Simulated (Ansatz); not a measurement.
Write the native input for Ansatz 0.2.0 that does the following.

```
Task                : phonons
Functional          : PBEsol
Potentials or basis : all-electron LAPW, scalar-relativistic
Cutoff              : 249 eV (chosen from the basis error)
Basis error allowed : 0.001 eV/atom
k mesh              : 8 × 8 × 8
Occupations         : fermi-dirac, width 0.05 eV
Spin                : no spin polarisation
```

Sb:

```
CELL_PARAMETERS angstrom
2.15420 1.24373 3.75800
-2.15420 1.24373 3.75800
0.00000 -2.48746 3.75800
ATOMIC_POSITIONS crystal
Sb 0.76651 0.76651 0.76651
Sb 0.23349 0.23349 0.23349
```

One way to write it, as run:

input.yaml

```yaml
crystal:
  lattice:
    - [2.1542, 1.2437279499, 3.758]
    - [-2.1542, 1.2437279499, 3.758]
    - [0.0, -2.4874558998, 3.758]
  atoms:
    - { symbol: Sb, position: [0.76651, 0.76651, 0.76651] }
    - { symbol: Sb, position: [0.23349, 0.23349, 0.23349] }
kpoints:
  mp_grid: { grid: [8, 8, 8] }
scf:
  occupations: { method: fermi_dirac, width: 0.05 }
hamiltonian:
  xc: pbesol
  pseudopotentials: { kind: all_electron, lapw: { basis_error: 0.001 } }
output: {}
phonons:
  method: fd
  supercell: [1, 1, 1]
```

Potentials or basis: all-electron LAPW, scalar-relativistic.

Run with:

```sh
$ ansatz run input.yaml --threads 1 --pin off --max-ram 3072MiB --backend cpu --events-out ev --progress --plain --runs-dir out
```

Results of the run:

| Property | Result |
| --- | --- |
| Largest force | 0.104 eV/Å |
| Band gap on the k mesh | none (metal or under the smearing width) |
| Highest phonon frequency at Γ | 146 cm⁻¹ |

It took 2.7 min on 1 thread of Arm Neoverse V1, with other jobs on the host, peak memory 0.53 GiB.
